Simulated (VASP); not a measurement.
Set up this calculation in VASP 6.6.1, as the native input.

```
Task                   : relaxation of cell and atoms
Functional             : r2SCAN
Dispersion             : rVV10
Potentials or basis    : VASP PAW PBE potentials, release 64 (O, Li_sv)
Cutoff                 : 600 eV
k mesh                 : 10 × 10 × 10
Occupations            : gaussian, width 0.02 eV
Spin                   : no spin polarisation
Further INCAR settings : ALGO = Normal; EDIFF = 1e-07; IBRION = 2; EDIFFG = -0.005; NSW = 40; ISIF = 3
```

The structure of Li2O lies in POSCAR:

```
Li2O
1.0
    0.0000000000      2.3000000000      2.3000000000
    2.3000000000      0.0000000000      2.3000000000
    2.3000000000      2.3000000000      0.0000000000
O Li
1 2
Direct
    0.0000000000      0.0000000000      0.0000000000
    0.2500000000      0.2500000000      0.2500000000
    0.7500000000      0.7500000000      0.7500000000
```

The cell was built by a generator and needn't be a form met in nature.

The input as run:

INCAR

```
PREC = Accurate ; ENCUT = 600
EDIFF = 1E-7 ; ISMEAR = 0
SIGMA = 0.02 ; LREAL = False
LASPH = True ; NELM = 120
ALGO = Normal ; ISIF = 3
LWAVE = False ; LCHARG = False
METAGGA = R2SCAN ; LMIXTAU = True
LUSE_VDW = True ; IVDW_NL = 2
BPARAM = 11.95 ; CPARAM = 0.0093
IBRION = 2 ; NSW = 40
EDIFFG = -0.005 ; KPAR = 4
```

KPOINTS

```
Automatic mesh
0
Gamma
  10 10 10
```

Potentials or basis: VASP PAW PBE potentials, release 64 (O, Li_sv).

Run with:

```console
$ cat potpaw_PBE.64/O/POTCAR potpaw_PBE.64/Li_sv/POTCAR > POTCAR
$ mpirun -np 4 vasp_std > vasp.out
```

Results of the run:

* Relaxed volume: 7.90 Å³/atom
* Relaxed cell: a = 3.224 Å, b = 3.224 Å, c = 3.224 Å, α = 60.00°, β = 60.00°, γ = 60.00°
* Space group after relaxing (to 0.05 Å): Fm-3m (No. 225)
* Energy gained by relaxing: 1.4 meV/atom
* Ionic steps: 3
* Pressure after relaxing: 0.0 GPa
* Band gap on the k mesh: 5.68 eV, indirect (least direct gap 6.37 eV)

Caveat: the cutoff is under 1.25 times the usual one of these potentials, so pressure, stress and relaxed cells hold a basis-set (Pulay) error; the PAW data sets were made with another functional, which shifts forces and pressure a little.

It took 2.2 min on 4 MPI ranks on Intel(R) Xeon(R) 6975P-C (Granite Rapids), on a shared host, peak memory 0.23 GiB a rank.
